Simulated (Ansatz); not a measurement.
**BaS in the WC-type structure**

Level of theory: DFT, r²SCAN, scalar-relativistic, no spin polarisation; plane waves to 500 eV with PAW datasets (Ansatz 0.2.0), 6×6×6 k-mesh, Gaussian smearing of 0.05 eV; PAW files: Ansatz's generated set soft_2.

```
Ba S
1.0
     4.36012    0.00000    0.00000
    -2.18006    3.77598    0.00000
     0.00000    0.00000    3.97485
Ba S
1 1
Direct
  0.00000 0.00000 0.00000
  0.66667 0.33333 0.50000
```

The start was a prototype's sites filled with these elements. The Crystallography Open Database lists the compound in space group Fm-3m (rock salt), so this is a trial structure.

The cell has space group P-6m2 (read at 0.01 Å). In it the stress is -0.03, -0.03, 0.11, 0.00, 0.00, 0.00 GPa, so the shape isn't fully relaxed, and the largest force component 0.000 eV/Å. Each change below starts from this cell, without further relaxation. Stress is in GPa, positive in compression, in the order xx, yy, zz, yz, xz, xy; energies are counted from the cell above.

Question: What happens when atom 1 (Ba) is moved by 0.08 Å along y?

Answer: The energy changes by 7.4 meV per cell, and the force on it along the shift is -0.182 eV/Å (−F/u = 2.28 eV/Å²). Stress: 0.41, -0.36, 0.21, 0.00, 0.00, 0.00.
| atom | Fx (eV/Å) | Fy | Fz |
| --- | --- | --- | --- |
| Ba1 | 0.000 | -0.182 | 0.000 |
| S2 | 0.000 | 0.182 | 0.000 |
In a harmonic crystal the energy would rise by −½F·u = ½ × 2.28 × 0.08² eV = 7.3 meV, which matches.

Question: A single strain component, atoms carried along, gave the stress -0.19, -0.19, -0.99, 0.00, 0.00, 0.00. Which component, and about how large?

Answer: An engineering strain of 1 % in zz; the energy changes by 1.8 meV per cell.

Question: All atoms and the cell are disturbed at random:
```
CELL_PARAMETERS angstrom
4.28865 0.02264 0.03284
-2.12472 3.76540 -0.02333
0.02994 -0.00727 3.95972
ATOMIC_POSITIONS crystal
Ba 0.98594 0.01558 0.98400
S 0.68073 0.31776 0.51600
```
Give the energy change, the stress and the forces.

Answer: 106.0 meV per cell; stress 2.78, 0.66, 2.27, -0.34, 0.42, -1.40 GPa. The gap on the mesh goes from 2.40 eV to 2.59 eV.
```tsv
atom	Fx (eV/Å)	Fy	Fz
Ba1	0.629	-0.406	0.315
S2	-0.629	0.406	-0.315
```

Kohn–Sham gaps of semilocal functionals lie under measured ones, often by a third or more. For elements this heavy, spin–orbit coupling would shift levels and gaps; it isn't included here.
